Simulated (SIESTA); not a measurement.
Crystal: C.

```
CELL_PARAMETERS angstrom
0.00000 1.78337 1.78337
1.78337 0.00000 1.78337
1.78337 1.78337 0.00000
ATOMIC_POSITIONS crystal
C 0.75000 0.75000 0.75000
C 0.50000 0.50000 0.50000
```

This isn't the form of C at room conditions, which is graphite.

Base run:

| Property | Result |
| --- | --- |
| Program | SIESTA 5.4.2 |
| Functional | PBE |
| Potentials or basis | PseudoDojo 0.4 standard (PBE files) |
| Basis | SZ (energy shift 0.003 Ry) |
| Grid cutoff | 500 Ry |
| Energy shift | 0.003 Ry |
| k mesh | 13 × 13 × 13 |
| Occupations | fermi-dirac, width 0.05 eV |
| Spin | no spin polarisation |

Its results: band gap on the k mesh 6.08 eV, indirect (least direct gap 6.36 eV); pressure 22.9 GPa.

Problem. The run is repeated on the same cell with these changes: basis from SZ (energy shift 0.003 Ry) to TZP (energy shift 0.003 Ry). What comes out?

Solution. Band gap on the k mesh 4.27 eV, indirect (least direct gap 5.65 eV); pressure 6.1 GPa.

Caveats: the basis of atomic orbitals isn't converged, which shifts pressures, moduli and gaps; the basis has no polarisation orbitals (some runs); so large a pressure means that the cell lies far from this level's equilibrium, or that cutoff or potentials fall short (some runs).

Not every run made on this cell is shown here.
